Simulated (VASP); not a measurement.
# HfS2 (P-3m1) in VASP: a series of runs, part 2 of 2

VASP 6.6.1. Earlier steps stand in the parts before.

## (4) Relaxation of cell and atoms, PBE

INCAR

```
PREC     = Accurate       # precision mode
ENCUT    = 600            # plane-wave cutoff, eV
EDIFF    = 1E-6           # SCF threshold, eV
ISMEAR   = 0              # smearing method
SIGMA    = 0.03           # smearing width, eV
LREAL    = False          # projectors in reciprocal space
LASPH    = True           # aspherical terms in the spheres
NELM     = 80             # most SCF steps
ALGO     = Normal         # electronic algorithm
ISIF     = 3              # what is computed and relaxed
LWAVE    = False          # write WAVECAR
LCHARG   = False          # write CHGCAR
GGA      = PE             # functional
IBRION   = 2              # ionic algorithm
NSW      = 90             # ionic steps
EDIFFG   = -0.01          # ionic threshold
```

KPOINTS

```
Automatic mesh
0
Gamma
  9 9 5
```

POSCAR

```
HfS2
1.0
    3.6396641800      0.0000000000      0.0000000000
   -1.8198320900      3.1520416411      0.0000000000
    0.0000000000      0.0000000000      6.0555624700
Hf S
1 2
Direct
    0.0000000000      0.0000000000      0.0000000000
    0.6666666700      0.3333333300      0.7639520500
    0.3333333300      0.6666666700      0.2360479500
```

Potentials or basis: VASP PAW PBE potentials, release 64 (Hf_pv, S).

Command:

```sh
$ cat potpaw_PBE.64/Hf_pv/POTCAR potpaw_PBE.64/S/POTCAR > POTCAR
$ mpirun -np 1 vasp_std > vasp.out
```

OUTCAR:

```text
PREC = Accurate
   ENCUT = 600
   EDIFF = 1E-6
   ISMEAR = 0
   LREAL = False
   LASPH = True
   NELM = 80
   ISIF = 3
   GGA = PE
   IBRION = 2
   NSW = 90
   EDIFFG = -0.01

 ion  position               nearest neighbor table
   1  0.000  0.000  0.000-   2 2.54   3 2.54   3 2.54   2 2.54   2 2.54   3 2.54
   2  0.667  0.333  0.764-   1 2.54   1 2.54   1 2.54
   3  0.333  0.667  0.236-   1 2.54   1 2.54   1 2.54

  LATTYP: Found a hexagonal cell.
 ALAT       =     3.6396641800
 C/A-ratio  =     1.6637695596

  Lattice vectors:

 A1 = (   3.6396641800,   0.0000000000,   0.0000000000)
 A2 = (  -1.8198320900,   3.1520416411,   0.0000000000)
 A3 = (   0.0000000000,   0.0000000000,   6.0555624700)

Analysis of symmetry for initial positions (statically):
[... 386 lines left out ...]
      2     -28.6222      2.00000
      3     -28.6222      2.00000
      4     -10.8708      2.00000
      5      -9.4182      2.00000
      6      -2.2891      2.00000
      7      -0.6623      2.00000
      8      -0.6623      2.00000
      9       1.5157      2.00000
     10       1.9379      2.00000
     11       1.9379      2.00000
     12       4.0209      0.00000
     13       4.0209      0.00000
     14       4.6449      0.00000
[... 401 lines left out ...]
      2     -28.7090      2.00000
      3     -28.6555      2.00000
      4     -10.0499      2.00000
      5      -9.4861      2.00000
      6      -1.6898      2.00000
      7      -1.2528      2.00000
      8      -0.7284      2.00000
      9      -0.2881      2.00000
     10       0.5720      2.00000
     11       1.4199      2.00000
     12       3.9524      0.00000
     13       5.0475      0.00000
     14       6.0384      0.00000
     15       6.9861      0.00000

 [... further k-points ...]

------------------------ aborting loop because EDIFF is reached ----------------------------------------

  FORCE on cell =-STRESS in cart. coord.  units (eV):
  Direction    XX          YY          ZZ          XY          YZ          ZX
  --------------------------------------------------------------------------------------
  -------------------------------------------------------------------------------------
  Total        0.0118371      0.0118371     -0.0108327      0.0000000     -0.0000000     -0.0000000
  in kB        0.2467992      0.2467992     -0.2258585      0.0000000     -0.0000000     -0.0000000
  external PRESSURE =       0.0892467 kB  Pullay stress =       0.0000000 kB
[... 18 lines left out ...]
  FREE ENERGIE OF THE ION-ELECTRON SYSTEM (eV)
  ---------------------------------------------------
  free  energy   TOTEN  =       -22.9309852001 eV

  energy  without entropy=      -22.9309852001  energy(sigma->0) =      -22.93098520

 reached required accuracy - stopping structural energy minimisation
```

CONTCAR:

```text
HfS2
   1.00000000000000
     3.6428571439600375    0.0000000000000000   -0.0000000000000000
    -1.8214285719800187    3.1548068290027222    0.0000000000000000
    -0.0000000000000000   -0.0000000000000002    6.6864568502583257
  Hf              S
     1     2
Direct
     0.0000000000000000    0.0000000000000000    0.0000000000000000
     0.6666666699999979    0.3333333300000021    0.7838554981134521
     0.3333333300000021    0.6666666699999979    0.2161445018865478

  0.00000000E+00  0.00000000E+00  0.00000000E+00
  0.00000000E+00  0.00000000E+00  0.00000000E+00
  0.00000000E+00  0.00000000E+00  0.00000000E+00
```

It took 6.3 min on 1 thread of Intel Xeon Platinum 8559C (Emerald Rapids), shared host; peak memory 0.25 GiB.

What came out:

* Free energy: -22.9310 eV
* Relaxed volume: 25.61 Å³/atom
* Relaxed cell: a = 3.643 Å, b = 3.643 Å, c = 6.686 Å, α = 90.00°, β = 90.00°, γ = 120.00°
* Space group after relaxing (to 0.05 Å): P-3m1 (No. 164)
* Energy gained by relaxing: 6.6 meV/atom
* Ionic steps: 19
* Pressure after relaxing: 0.0 GPa
* Largest force after relaxing: 0.007 eV/Å
* Band gap on the k mesh: 1.26 eV, indirect (least direct gap 2.08 eV)

Forces in eV/Å, atoms in the order of the input:
```
Hf   0.000  0.000  0.000
S    0.000  0.000  0.007
S    0.000  0.000 -0.007
```

The path:
```
step  energy change (eV)  largest force (eV/Å)  pressure (GPa)  volume (Å³)
   1              0.0000                0.1498            1.32        69.47
   2              0.0011                0.2898           -1.53        71.40
   3             -0.0046                0.0618           -0.08        70.38
   4             -0.0061                0.0777            0.00        70.45
   5             -0.0074                0.1254            0.23        70.66
   6             -0.0075                0.1131            0.17        70.62
   7             -0.0089                0.1019            0.17        70.90
   8             -0.0125                0.0640            0.19        71.76
   9             -0.0168                0.0156            0.27        73.50
  10             -0.0159                0.2004            0.63        76.99
  11             -0.0176                0.1272            0.51        75.43
  12             -0.0185                0.0775            0.19        75.98
  13             -0.0189                0.0215           -0.17        76.63
  14             -0.0192                0.0148           -0.15        76.67
  15             -0.0197                0.0076           -0.06        76.81
  16             -0.0198                0.0146           -0.04        76.85
  17             -0.0198                0.0157           -0.03        76.85
  18             -0.0198                0.0174           -0.02        76.86
  19             -0.0198                0.0073            0.01        76.84
```

Final structure:
```yaml
crystal:
  lattice:
    - [3.64286, 0.00000, 0.00000]
    - [-1.82143, 3.15481, 0.00000]
    - [0.00000, 0.00000, 6.68646]
  atoms:
    - { symbol: Hf, position: [0.00000, 0.00000, 0.00000] }
    - { symbol: S, position: [0.66667, 0.33333, 0.78386] }
    - { symbol: S, position: [0.33333, 0.66667, 0.21614] }
```

Caveat: spin-orbit coupling is left out, which moves the levels of the heavy elements; an odd mesh through Γ misses points on the zone boundary, where band edges often lie; this functional lacks dispersion, which binds the layers, so the pressure and a relaxed spacing across them are unreliable.

## (5) Relaxation of cell and atoms, PBE

This run uses another cell than the first one, of 25.61 Å³/atom, 1.106 times its volume.

INCAR, as its differences from that of step 4:

```diff
@@ -2,3 +2,3 @@
 ENCUT    = 600            # plane-wave cutoff, eV
-EDIFF    = 1E-6           # SCF threshold, eV
+EDIFF    = 1E-7           # SCF threshold, eV
 ISMEAR   = 0              # smearing method
@@ -15,2 +15,2 @@
 NSW      = 90             # ionic steps
-EDIFFG   = -0.01          # ionic threshold
+EDIFFG   = -0.005         # ionic threshold
```

KPOINTS is that of step 4.

POSCAR

```
HfS2                                    
1.0
    3.6428571440      0.0000000000     -0.0000000000
   -1.8214285720      3.1548068290      0.0000000000
   -0.0000000000     -0.0000000000      6.6864568503
  Hf              S             
     1     2
Direct
     0.0000000000000000    0.0000000000000000    0.0000000000000000
     0.6666666699999979    0.3333333300000021    0.7838554981134521
     0.3333333300000021    0.6666666699999979    0.2161445018865478
```

Command:

```sh
$ cat potpaw_PBE.64/Hf_pv/POTCAR potpaw_PBE.64/S/POTCAR > POTCAR
$ mpirun -np 1 vasp_std > vasp.out
```

Run time: 6.7 min. Hardware: 1 thread of Intel Xeon Platinum 8559C (Emerald Rapids), shared host; peak memory 0.26 GiB.

Results (log left out):

| Property | Result |
| --- | --- |
| Free energy | -22.9323 eV |
| Relaxed volume | 25.99 Å³/atom |
| Relaxed cell | a = 3.643 Å, b = 3.643 Å, c = 6.781 Å, α = 90.00°, β = 90.00°, γ = 120.00° |
| Space group after relaxing (to 0.05 Å) | P-3m1 (No. 164) |
| Energy gained by relaxing | 0.1 meV/atom |
| Ionic steps | 20 |
| Pressure after relaxing | 0.0 GPa |
| Band gap on the k mesh | 1.27 eV, indirect (least direct gap 2.08 eV) |

The path:
```
step  energy change (eV)  largest force (eV/Å)  pressure (GPa)  volume (Å³)
   1              0.0000                0.0080            0.03        76.84
   2              0.0000                0.0111           -0.01        76.90
   3              0.0000                0.0123           -0.03        76.92
   4              0.0000                0.0085           -0.02        76.93
   5              0.0000                0.0022            0.00        76.95
   6              0.0000                0.0012            0.01        76.94
   7              0.0000                0.0023            0.05        76.94
   8              0.0000                0.0011            0.05        76.95
   9              0.0000                0.0021            0.04        76.97
  10             -0.0001                0.0086            0.01        77.01
  11              0.0000                0.0216           -0.03        77.11
  12             -0.0001                0.0122            0.00        77.04
  13             -0.0001                0.0123            0.00        77.06
  14             -0.0001                0.0125            0.00        77.12
  15             -0.0001                0.0129           -0.01        77.24
  16             -0.0002                0.0132           -0.02        77.48
  17             -0.0002                0.0135           -0.04        77.95
  18             -0.0002                0.0136            0.10        77.96
  19             -0.0002                0.0063            0.00        77.95
  20             -0.0002                0.0013            0.02        77.96
```

Final structure:
```
Hf S
1.0
     3.64349    0.00000    0.00000
    -1.82175    3.15536    0.00000
     0.00000    0.00000    6.78080
Hf S
1 2
Cartesian
  0.0000 0.0000 0.0000
  1.8217 1.0518 5.3362
  0.0000 2.1036 1.4446
```

Levels at points of the mesh, in eV from the valence-band top:
| k point | band 7 | band 8 | band 9 | band 10 | band 11 | band 12 | band 13 | band 14 | band 15 |
| --- | --- | --- | --- | --- | --- | --- | --- | --- | --- |
| (0.00, 0.00, 0.00) | -2.60 | -2.60 | -0.46 | 0.00 | 0.00 | 2.08 | 2.08 | 2.71 | 5.28 |

Caveat: spin-orbit coupling is left out, which moves the levels of the heavy elements; an odd mesh through Γ misses points on the zone boundary, where band edges often lie; this functional lacks dispersion, which binds the layers, so the pressure and a relaxed spacing across them are unreliable.

## (6) Relaxation of cell and atoms, rev-vdW-DF2

INCAR

```
SYSTEM = HfS2
PREC = Accurate ; ENCUT = 600
EDIFF = 1E-6 ; ISMEAR = 0
SIGMA = 0.03 ; LREAL = .FALSE.
LASPH = .TRUE. ; NELM = 80
ALGO = Normal ; ISIF = 3
LWAVE = .FALSE. ; LCHARG = .FALSE.
GGA = MK ; LUSE_VDW = .TRUE.
AGGAC = 0.0 ; PARAM1 = 0.1234
PARAM2 = 0.711357 ; ZAB_VDW = -1.8867
IBRION = 2 ; NSW = 90
EDIFFG = -0.01 ; KPAR = 2
```

KPOINTS

```
regular mesh
0
G
  9 9 5
  0 0 0
```

POSCAR

```
HfS2
1.0
    3.6396641800      0.0000000000      0.0000000000
   -1.8198320900      3.1520416411      0.0000000000
    0.0000000000      0.0000000000      6.0555624700
Hf S
1 2
Direct
    0.0000000000      0.0000000000      0.0000000000
    0.6666666700      0.3333333300      0.7639520500
    0.3333333300      0.6666666700      0.2360479500
```

Potentials or basis: VASP PAW PBE potentials, release 64 (Hf_pv, S).

Command:

```sh
$ cat potpaw_PBE.64/Hf_pv/POTCAR potpaw_PBE.64/S/POTCAR > POTCAR
$ mpirun -np 2 vasp_std > vasp.out
```

Wall time 11 min (2 MPI ranks of Intel Xeon Platinum 8488C (Sapphire Rapids), shared host); peak memory 0.47 GiB.

Results (log left out):

- Free energy: -18.2971 eV
- Relaxed volume: 21.98 Å³/atom
- Relaxed cell: a = 3.614 Å, b = 3.614 Å, c = 5.830 Å, α = 90.00°, β = 90.00°, γ = 120.00°
- Space group after relaxing (to 0.05 Å): P-3m1 (No. 164)
- Energy gained by relaxing: 5.9 meV/atom
- Ionic steps: 10
- Pressure after relaxing: 0.0 GPa
- Band gap on the k mesh: 0.95 eV, indirect (least direct gap 1.85 eV)

Forces on the atoms (eV/Å):
```
Hf   0.000  0.000  0.000
S    0.000  0.000  0.003
S    0.000  0.000 -0.003
```

Step by step:
```tsv
step	energy change (eV)	largest force (eV/Å)	pressure (GPa)	volume (Å³)
1	0.0000	0.2067	-0.30	69.47
2	-0.0047	0.1408	-0.21	69.04
3	-0.0067	0.0531	-0.10	68.48
4	-0.0096	0.0500	-0.06	68.07
5	-0.0157	0.0399	0.10	66.83
6	-0.0124	0.0062	0.67	64.36
7	-0.0173	0.0473	0.31	66.03
8	-0.0173	0.0439	0.35	65.81
9	-0.0107	0.2466	-1.72	66.62
10	-0.0176	0.0027	0.02	65.94
```

Final structure:
```xyz
3
Lattice="3.6138 0.0000 0.0000 -1.8069 3.1296 0.0000 0.0000 0.0000 5.8301" Properties=species:S:1:pos:R:3 pbc="T T T"
Hf    0.0000    0.0000    0.0000
S     1.8069    1.0432    4.3767
S     0.0000    2.0864    1.4534
```

Levels at points of the mesh, in eV from the valence-band top:
```csv
k point,band 7,band 8,band 9,band 10,band 11,band 12,band 13,band 14,band 15
"(0.00, 0.00, 0.00)",-2.81,-2.81,-0.12,-0.12,0.00,1.88,1.88,2.44,5.26
```

Caveat: the PAW data sets were made with another functional, which shifts forces and pressure a little; spin-orbit coupling is left out, which moves the levels of the heavy elements; an odd mesh through Γ misses points on the zone boundary, where band edges often lie.

## (7) The runs side by side

| level | potentials or basis | k mesh | cutoff (eV) | gap on the mesh (eV) | pressure (GPa) | relaxed volume (Å³/atom) |
| --- | --- | --- | --- | --- | --- | --- |
| PBE | VASP PAW PBE potentials, release 64 (Hf, S) | 5 × 5 × 3 | 300 | 1.27 | 0.0 | 24.43 |
| PBE | VASP PAW PBE potentials, release 64 (Hf_pv, S) | 9 × 9 × 5 | 600 | 1.27 | 0.0 | 25.99 |
| rev-vdW-DF2 | VASP PAW PBE potentials, release 64 (Hf_pv, S) | 9 × 9 × 5 | 600 | 0.95 | 0.0 | 21.98 |

Alike in all rows: task relaxation of cell and atoms; no spin polarisation; cell relaxed; smearing gaussian 0.03 eV.

Caveats: spin-orbit coupling is left out, which moves the levels of the heavy elements; an odd mesh through Γ misses points on the zone boundary, where band edges often lie; this functional lacks dispersion, which binds the layers, so the pressure and a relaxed spacing across them are unreliable (some runs); the cutoff is under 1.25 times the usual one of these potentials, so pressure, stress and relaxed cells hold a basis-set (Pulay) error (some runs); the PAW data sets were made with another functional, which shifts forces and pressure a little (some runs).

Absolute energies hang on the potentials; compare differences alone.
